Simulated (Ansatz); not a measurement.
# TaN (P-62m) in Ansatz: a series of runs

Runs on TaN. Level: PBE. Tasks: relaxation of cell and atoms.

Program: Ansatz 0.2.0. These are calculated values, not measurements. Logs are shortened: lines on timing, memory, paths and dates and some standing lists are left out, and cuts for length are marked.

## 1. The crystal as given

Symmetry: P-62m, No. 189, hexagonal system. The conventional cell has a = 5.196 Å, b = 5.196 Å, c = 2.911 Å, α = 90.00°, β = 90.00°, γ = 120.00°. Ta (site symmetry -62m) has 3 N at 2.04 Å as nearest neighbours. Around Ta (site symmetry -6) lie 6 N at 2.16 Å. N (site symmetry m2m) has 5 Ta at 2.04 to 2.16 Å as nearest neighbours.

## 2. Relaxation of cell and atoms, PBE

Contents of input.yaml:

```yaml
crystal:
  lattice:
    - [5.196, 0.0, 0.0]
    - [-2.598, 4.4998679981, 0.0]
    - [0.0, 0.0, 2.911]
  atoms:
    - { symbol: Ta, position: [0.0, 0.0, 0.0] }
    - { symbol: Ta, position: [0.6666666667, 0.3333333333, 0.5] }
    - { symbol: Ta, position: [0.3333333333, 0.6666666667, 0.5] }
    - { symbol: "N", position: [0.0, 0.39285, 0.0] }
    - { symbol: "N", position: [0.60715, 0.60715, 0.0] }
    - { symbol: "N", position: [0.39285, 0.0, 0.0] }
hamiltonian:
  xc: pbe
  pseudopotentials: { kind: paw }
kpoints:
  mp_grid: { grid: [6, 6, 9] }
scf:
  occupations: { method: fermi_dirac, width: 0.05 }
output:
  forces: true
  stress: true
  eigenvalues: true
  write_density: true
  write_potential: true
  elf: true
  volumetric_format: npy
relax:
  f_tol: 0.01
  max_steps: 40
  cell: { stress_tol: 0.05 }
```

Potentials or basis: Ansatz PAW.

The run is started by

```sh
$ ansatz run input.yaml --threads 2 --pin off --max-ram 5632MiB --backend cpu --events-out ev --progress --plain --runs-dir out
```

What it wrote:

```text
Warning: RAYON_NUM_THREADS=2 ignored (pool sized by the plan → 2); use --threads N
Engine: ansatz 0.2.0, aarch64-unknown-linux-gnu
Pseudopotentials: kind: paw
Pseudopotential: Ta, paw, valence charge 13, recommended cutoff 420 eV (normal), Ta.paw.azcp
Pseudopotential: N, paw, valence charge 5, recommended cutoff 420 eV (normal), N.paw.azcp
Functional definition: PBE
  parameter kappa = 0.804
  parameter beta = 0.06672455060314922
  exchange = pbe_x(kappa = kappa, mu = beta*pi^2/3)
  correlation = pbe_c(beta = beta)
Crystal: 6 atoms, lattice volume = 68.063 Å³
Basis set: ecut = 420 eV, 1287 PW (Γ), exchange–correlation on 72×72×40 points (8 copies of the dense FFT grid, shifted against one another)
Bands: 33, of which v1, the nominal top of the filled ones, is band 27 counted from 1 (26 counted from 0)
Symmetry: 12 space group operations
Space group: P-62m (ITA 189), of the structure as read, at distance tolerance 4.1e-5 Å
k-points: 35 of 324 (time reversal used)
Non-local potential: Ta, projectors of the file, l = 0: 3, l = 1: 2, l = 2: 2, l = 3: 1
Non-local potential: N, projectors of the file, l = 0: 2, l = 1: 2, l = 2: 1
PAW form: soft (Blöchl's): semilocal exchange-correlation on the pseudo side does not see the compensation charge
PAW one-centre angular grid: Ta, 590 points (default); XC on 64 Gauss nodes
PAW one-centre angular grid: N, 110 points (default); XC on 64 Gauss nodes
Initial density: superposition of atomic densities (neutral atoms: chi_scale 0, normalization atom), corrected by the library's trained network
Initial wavefunctions: pseudopotential atomic-orbital guess
Functional: x = pbe(κ = 0.804, μ = 0.2195149727645171), c = pbe(β = 0.06672455060314922)
SCF iter   1: F=—  HF=-30955.749617 eV  |F-HF|=—  |Δ(HF+E_count)|=         —  Δρ=8.73e-3  dr2=4.32e-2  ethr=1.77e-3  ⟨swp⟩=6.0  Hψ=4785  notcnv=0
preconditioner: auto → Kerker (q_TF=auto, 2.625 Å⁻¹)  [metal: Δε(μ)=0.045 eV  Ē_g=9.578 eV  σ=0.050 eV  W_gap=0.22  n_scr=26 (ndim 8)  ℏωp=24.7 eV  f_vac=0.000  D(μ)=0.84/eV (n_scr^D=6)]
SCF iter   2: F=—  HF=-30955.746672 eV  |F-HF|=—  |Δ(HF+E_count)|=   2.95e-3  Δρ=4.76e-3  dr2=1.12e-2  ethr=8.00e-5  ⟨swp⟩=1.8  Hψ=1554  notcnv=0  defer=4
SCF iter   3: F=—  HF=-30955.746862 eV  |F-HF|=—  |Δ(HF+E_count)|=   1.90e-4  Δρ=1.68e-3  dr2=1.67e-3  ethr=2.07e-5  ⟨swp⟩=2.5  Hψ=1629  notcnv=0  defer=4
SCF iter   4: F=—  HF=-30955.746697 eV  |F-HF|=—  |Δ(HF+E_count)|=   1.65e-4  Δρ=3.72e-4  dr2=7.30e-5  ethr=3.10e-6  ⟨swp⟩=2.0  Hψ=1597  notcnv=0  defer=4
SCF iter   5: F=—  HF=-30955.746708 eV  |F-HF|=—  |Δ(HF+E_count)|=   1.14e-5  Δρ=9.16e-5  dr2=4.22e-6  ethr=1.35e-7  ⟨swp⟩=2.0  Hψ=1604  notcnv=0  defer=4
SCF iter   6: F=—  HF=-30955.746708 eV  |F-HF|=—  |Δ(HF+E_count)|=   5.57e-8  Δρ=1.79e-5  dr2=1.89e-7  ethr=7.81e-9  ⟨swp⟩=2.7  Hψ=1882  notcnv=0  defer=4
SCF iter   7: F=-30955.746708 eV  HF=-30955.746708 eV  |F-HF|=9.28e-10  |Δ(HF+E_count)|=   1.16e-8  Δρ=2.59e-6  dr2=4.36e-9  ethr=1.85e-10  ⟨swp⟩=11.1  Hψ=7655  notcnv=0
SCF 1 converged in 7 iterations: F = -30955.746708 eV  dr2 = 4.36e-9
relax step   1: F+E_penalty+E_count = -30955.74670831 eV  Δ(F+E_penalty+E_count) = +0.000e0 eV  max|allowed force component| = 4.108e-2 eV/Å  Δτ_max = 0.0000 Å  P = +4.936 GPa  Ω = 68.063 Å³  (7 SCF iters, dr2 threshold 1.00e-7 eV, accepted)
Crystal: 6 atoms, lattice volume = 69.562 Å³
Basis set: ecut = 420 eV, 1299 PW (Γ), exchange–correlation on 72×72×40 points (8 copies of the dense FFT grid, shifted against one another)
Initial density: handed on by an earlier stage of this run
Initial wavefunctions: those handed on with the density
iter 1 solved again at ethr=1.86e-5 eV; its pass at ethr=3.10e-3 eV (dr2=1.00e-2 eV) is discarded
SCF iter   1: F=—  HF=-30955.757794 eV  |F-HF|=—  |Δ(HF+E_count)|=         —  Δρ=4.12e-3  dr2=1.08e-2  ethr=1.86e-5  ⟨swp⟩=1.1  Hψ=6396  notcnv=0
preconditioner: auto → Kerker (q_TF=auto, 2.616 Å⁻¹)  [metal: Δε(μ)=0.030 eV  Ē_g=9.376 eV  σ=0.050 eV  W_gap=0.15  n_scr=26 (ndim 8)  ℏωp=24.4 eV  f_vac=0.000  D(μ)=0.91/eV (n_scr^D=6)]
SCF iter   2: F=—  HF=-30955.755327 eV  |F-HF|=—  |Δ(HF+E_count)|=   2.47e-3  Δρ=1.01e-3  dr2=5.11e-4  ethr=1.86e-5  ⟨swp⟩=2.0  Hψ=1646  notcnv=0
SCF iter   3: F=—  HF=-30955.755310 eV  |F-HF|=—  |Δ(HF+E_count)|=   1.70e-5  Δρ=5.36e-4  dr2=1.48e-4  ethr=9.46e-7  ⟨swp⟩=2.0  Hψ=1681  notcnv=0
SCF iter   4: F=—  HF=-30955.755307 eV  |F-HF|=—  |Δ(HF+E_count)|=   2.76e-6  Δρ=7.97e-5  dr2=3.82e-6  ethr=2.74e-7  ⟨swp⟩=3.0  Hψ=2125  notcnv=0
SCF iter   5: F=-30955.755308 eV  HF=-30955.755308 eV  |F-HF|=4.46e-8  |Δ(HF+E_count)|=   9.61e-7  Δρ=1.36e-5  dr2=1.55e-7  ethr=1.11e-9  ⟨swp⟩=11.4  Hψ=8741  notcnv=0
SCF 2 converged in 5 iterations: F = -30955.755308 eV  dr2 = 1.55e-7
[... 45 lines left out ...]
SCF 7 converged in 4 iterations: F = -30955.763193 eV  dr2 = 4.29e-10
relax step   7: F+E_penalty+E_count = -30955.76319322 eV  Δ(F+E_penalty+E_count) = +3.929e-5 eV  max|allowed force component| = 7.663e-5 eV/Å  Δτ_max = 0.0001 Å  P = +0.001 GPa  Ω = 69.130 Å³  energy of the carried Pulay correction = -4.292e-5 eV  (4 SCF iters, dr2 threshold 1.33e-8 eV, accepted)
iter 1 solved again at ethr=3.05e-8 eV; its pass at ethr=3.10e-3 eV (dr2=1.65e-5 eV) is discarded
SCF iter   1: F=—  HF=-30955.763222 eV  |F-HF|=—  |Δ(HF+E_count)|=         —  Δρ=1.96e-6  dr2=9.21e-10  ethr=3.05e-8  ⟨swp⟩=4.0  Hψ=8182  notcnv=0
eigensolver tolerance schedule: the retry pair's looser diagonalisation over-reported the residual by 17875.41 of it (diagonalisation noise at 0.21 of the residual, at the tolerance the schedule requests for it); recorded, not acted on — ethr = c·dr2/N_el stays at c = 1.0e-1
preconditioner: auto → Kerker (q_TF=auto, 2.618 Å⁻¹)  [metal: Δε(μ)=0.015 eV  Ē_g=9.436 eV  σ=0.050 eV  W_gap=0.07  n_scr=26 (ndim 8)  ℏωp=24.5 eV  f_vac=0.000  D(μ)=0.91/eV (n_scr^D=6)]
SCF iter   2: F=—  HF=-30955.763226 eV  |F-HF|=—  |Δ(HF+E_count)|=   4.09e-6  Δρ=8.76e-7  dr2=2.67e-10  ethr=1.71e-12  ⟨swp⟩=3.5  Hψ=3027  notcnv=0
SCF iter   3: F=—  HF=-30955.763226 eV  |F-HF|=—  |Δ(HF+E_count)|=  9.46e-11  Δρ=4.96e-7  dr2=1.14e-10  ethr=1.00e-12  ⟨swp⟩=1.0  Hψ=1155  notcnv=0
SCF iter   4: F=-30955.763226 eV  HF=-30955.763226 eV  |F-HF|=3.64e-12  |Δ(HF+E_count)|=  2.55e-11  Δρ=8.70e-8  dr2=3.06e-12  ethr=1.00e-12  ⟨swp⟩=7.6  Hψ=5395  notcnv=0
SCF 8 converged in 4 iterations: F = -30955.763226 eV  dr2 = 3.06e-12
relax step   8: F+E_penalty+E_count = -30955.76322589 eV  Δ(F+E_penalty+E_count) = -3.266e-5 eV  max|allowed force component| = 6.653e-5 eV/Å  Δτ_max = 0.0000 Å  P = +0.001 GPa  Ω = 69.130 Å³  stress off target by 1.43e-3 GPa  SCF on the basis re-selected at this cell (its energy is not comparable with the rows above)  (4 SCF iters)
basis re-selected at this cell: Δ(F+E_penalty+E_count) = -3.266e-5 eV, ΔP = +0.000 GPa vs the last step (what re-selecting the basis moved, of the pressure what is left beyond the Pulay correction that the steps carried, after the strain that the cell walked since its last selection, with what the two solves' SCF thresholds leave and, on support functions, any second-order correction that the steps lacked; it is no measure of the basis error at this ecutwfc). This SCF's stress stands 1.43e-3 GPa from its target on what of the cell is left free (relax.cell.stress_tol is 5.00e-2 GPa) and its largest allowed force component is 6.65e-5 eV/Å (relax.f_tol is 1.00e-2 eV/Å): within both
SCF converged after 4 iterations
Free energy (F): -30955.763226 eV
Harris-Foulkes:  -30955.763226 eV  (|F-HF|=3.64e-12)
Internal energy: -30955.756428 eV  (E = F + TS)
E sigma→0 (E₀):  -30955.759827 eV
Entropy (-TS):   -0.006797 eV (-1.133 meV/atom)
Fermi energy:    19.362655 eV
--- Per-component energies (eV) ---
  E_band       = -234.778294
  E_kinetic    = 1495.457347
  E_local      = -2062.010686  (includes V_loc(G=0)·N_el)
  E_nonlocal   = 179.572384
  E_hartree    = 697.526576
  E_xc         = -838.300205
  E_vxc        = -845.021048  (∫ρ·V_xc dr)
  E_paw        = -25572.604251  (= ΣΔE_a)
  E_vpaw       = -397.830236  (= ΣTr[D̂ρ^β])
  E_aug_tail   = 0.000799  (compensation charges beyond the density's cutoff)
  E_ewald      = -4855.398394
  E_smearing   = -0.006797  (= −TS)
  E_closure    = 0.000000  (closes the sum)
  Σ components = -30955.763226   (vs F -30955.763226, Δ=0.00e0)
--- Forces (eV/Å), atoms counted from 1 ---
  atom   1  Ta    -0.00000000     0.00000000    -0.00000000
  atom   2  Ta     0.00000000     0.00000000     0.00000000
  atom   3  Ta     0.00000000    -0.00000000    -0.00000000
  atom   4  N      0.00003327    -0.00005762    -0.00000000
  atom   5  N      0.00003327     0.00005762     0.00000000
  atom   6  N     -0.00006653     0.00000000    -0.00000000
  max |Σ_I F_I| component: 3.47e-16 eV/Å
--- Stress (GPa, compression-positive) ---
        0.001432      -0.000000      -0.000000
        0.000000       0.001432       0.000000
       -0.000000       0.000000       0.001002
  P = ⅓ Tr σ = 0.0013 GPa (0.013 kbar)
--- Band table (eV; the first three rows and the last of 35) ---
  k-point 0: bands = ["-50.0108", "-49.9695", "-49.3632", "-16.7983", "-16.7983", "-16.4615", "-16.4615", "-16.2955", "-16.1952", "-16.0262", "-16.0262", "-15.4085", "1.1693", "3.7842", "3.7842", "10.1341", "12.8973", "12.8973", "12.9882", "13.7411", "13.7411", "14.4147", "14.4147", "15.1819", "16.0825", "17.4847", "18.4847", "18.4847", "20.0134", "20.0134", "21.1391", "21.2710", "21.2710"]
  k-point 1: bands = ["-50.0058", "-49.9647", "-49.3588", "-16.7821", "-16.7821", "-16.4447", "-16.4447", "-16.3968", "-16.2857", "-16.0245", "-16.0245", "-15.4870", "1.3932", "3.7254", "3.7254", "10.5329", "12.6903", "12.6903", "13.1750", "13.6317", "13.6317", "14.3582", "14.3582", "14.5196", "16.5398", "18.0268", "18.0268", "18.0553", "20.5860", "20.5860", "21.3307", "21.3307", "21.3382"]
  k-point 2: bands = ["-49.9931", "-49.9525", "-49.3478", "-16.7407", "-16.7407", "-16.6456", "-16.5093", "-16.4003", "-16.4003", "-16.0215", "-16.0215", "-15.6814", "1.9861", "3.5700", "3.5700", "11.5967", "12.1952", "12.1952", "12.7587", "13.4075", "13.4075", "14.1511", "14.2001", "14.2001", "17.5653", "17.5653", "17.8044", "19.3451", "20.8316", "20.8316", "21.4515", "21.4515", "21.9125"]
  k-point 34: bands = ["-49.9494", "-49.9494", "-49.3271", "-17.0125", "-17.0125", "-16.7197", "-16.4863", "-16.4863", "-16.2621", "-16.0120", "-16.0119", "-16.0119", "2.9372", "3.5330", "3.5330", "11.3373", "11.3373", "12.2260", "12.2458", "12.2458", "12.9477", "12.9649", "15.2872", "15.2872", "17.0046", "17.0046", "17.6781", "21.6087", "21.6087", "21.8374", "22.1554", "22.1554", "22.9702"]
--- Relaxed structure (6 steps of the walk, 6 accepted, 2 SCFs on fresh bases) ---
  F+E_penalty+E_count = -30955.76322589 eV   max|allowed force component| = 6.653e-5 eV/Å   (the final SCF, on the basis selected at the relaxed cell)
  cell:  # Å, volume = 69.1299 Å³
    - [5.2275932619761205, 6.382752871805588e-37, 0.0]
    - [-2.6137966309880603, 4.52722856552368, 0.0]
    - [0.0, 0.0, 2.921002242735509]
  atoms:
    - { symbol: Ta, position: [3.8782845775581175e-20, -1.8070566285738475e-20, 0.0] }
    - { symbol: Ta, position: [0.6666666666666666, 0.3333333333333333, 0.5] }
    - { symbol: Ta, position: [0.3333333333333333, 0.6666666666666666, 0.5] }
    - { symbol: N, position: [-5.551115123125783e-17, 0.3924682660087187, 0.0] }
    - { symbol: N, position: [0.6075317339912811, 0.6075317339912811, 0.0] }
    - { symbol: N, position: [0.3924682660087188, -1.8070566285738312e-20, 0.0] }
```

It took 35 s on 2 threads of Arm Neoverse V1, shared host; peak memory 0.31 GiB.

What came out:

```
Free energy                            : -30955.7632 eV
Relaxed volume                         : 11.52 Å³/atom
Relaxed cell                           : a = 5.228 Å, b = 5.228 Å, c = 2.921 Å, α = 90.00°, β = 90.00°, γ = 120.00°
Space group after relaxing (to 0.05 Å) : P-62m (No. 189)
Energy gained by relaxing              : 2.8 meV/atom
Ionic steps                            : 8
Pressure after relaxing                : 0.0 GPa
Band gap on the k mesh                 : none (metal or under the smearing width)
```

Step by step:
```
step  energy change (eV)  largest force (eV/Å)  volume (Å³)
   1              0.0000                0.0411        68.06
   2             -0.0086                0.0138        69.56
   3             -0.0129                0.0088        69.15
   4             -0.0132                0.0028        69.10
   5             -0.0132                0.0010        69.11
   6             -0.0165                0.0008        69.11
   7             -0.0165                0.0001        69.13
   8             -0.0165                0.0001        69.13
```

Final structure:
```
CELL_PARAMETERS angstrom
5.22759 0.00000 0.00000
-2.61380 4.52723 0.00000
0.00000 0.00000 2.92100
ATOMIC_POSITIONS crystal
Ta 0.00000 0.00000 0.00000
Ta 0.66667 0.33333 0.50000
Ta 0.33333 0.66667 0.50000
N 0.00000 0.39247 0.00000
N 0.60753 0.60753 0.00000
N 0.39247 0.00000 0.00000
```

Caveat: the plane-wave basis is chosen anew once the cell has moved, so the energies of steps on either side of that aren't comparable; the pressure holds a Pulay correction of +0.4 GPa for the finite cutoff.

(Part 1 of 3 ends here.)
